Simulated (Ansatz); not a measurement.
Hf₃N₄: 14N nuclear quadrupole resonance

Cell: an entry of the Crystallography Open Database (COD), ions relaxed with PBE at fixed cell.

```
Hf N
1.0
    -3.35050    3.35050    3.35050
     3.35050   -3.35050    3.35050
     3.35050    3.35050   -3.35050
Hf N
6 8
Cartesian
  2.5129 0.0000 1.6752
  1.6752 2.5129 0.0000
  0.8376 0.0000 5.0258
  5.0257 0.8376 0.0000
  0.0000 1.6752 2.5129
  0.0000 5.0257 0.8376
  0.4542 0.4542 0.4542
  -1.2210 1.2210 4.5715
  -0.4542 2.8963 0.4542
  4.5715 -1.2210 1.2210
  0.4542 -0.4542 2.8963
  2.1295 2.1295 2.1295
  2.8963 0.4542 -0.4542
  1.2210 4.5715 -1.2210
```

Atoms are numbered from 1 in the order listed; like atoms form one site, named after its first atom.

Method: Kohn–Sham DFT in Ansatz, r2SCAN, plane waves and PAW, scalar-relativistic, 500 eV cutoff, Γ-centred 6×6×6 k-points, Fermi–Dirac smearing 0.02 eV.

14N: I = 1, Q = 20.44 mb (year-2017 value). Static lattice, zero field.

Problem. The simulated lines lie at 0.304 MHz. What are |C_Q|, η and |V_zz| at N?

Solution. For I = 1 the lines are ν± = (3/4)|C_Q|(1 ± η/3) and ν₀ = |C_Q|η/2. Here |C_Q| = 0.406 MHz, η = 0.00 and |V_zz| = 0.82 × 10²¹ V/m². The calculation gives V_zz positive; the lines don't show the sign. The site has 6 Hf at 2.21–2.44 Å.

An axis of threefold or higher order runs through N, so V_zz lies along it and η is zero.

Without spin–orbit coupling the gradients at and beside Hf can be off by some per cent, at some sites by more.

Hardware: 4 threads of Arm Neoverse V1 (aarch64; 8 cores open to the job, memory cap 8.0 GiB, no GPU), a shared host with a load of 0.6 a core. Wall time 24 s, CPU time 89 s, peak memory 1.1 GiB.
